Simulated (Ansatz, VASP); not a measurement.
## Hf: VASP beside Ansatz

```xyz
1
Lattice="0.0000 2.2424 2.2424 2.2424 0.0000 2.2424 2.2424 2.2424 0.0000" Properties=species:S:1:pos:R:3 pbc="T T T"
Hf    0.0000    0.0000    0.0000
```

Alike in both runs: task electric field gradients; functional PBE; k mesh 13 × 13 × 13; occupations fermi-dirac, width 0.05 eV; no spin polarisation.

|  | VASP | Ansatz |
| --- | --- | --- |
| version | VASP 6.6.1 | Ansatz 0.2.0 |
| potentials or method | VASP PAW PBE potentials, release 64 (Hf_pv), cutoff 520 eV | all-electron PAW with datasets made for the crystal, scalar-relativistic |

```tsv
	VASP	Ansatz	Ansatz less VASP
pressure (GPa)	-0.4	0.0	+0.45
Vzz of the field gradient on the site that differs most (V/Å²)	0.0	0.0	0.00
```

Ansatz ran all-electron here, so the differences hold the error of VASP's frozen core and of both bases. Ansatz warned: «gradients_without_spin_orbit».

Spin-orbit coupling is left out, which matters for the levels of Hf.
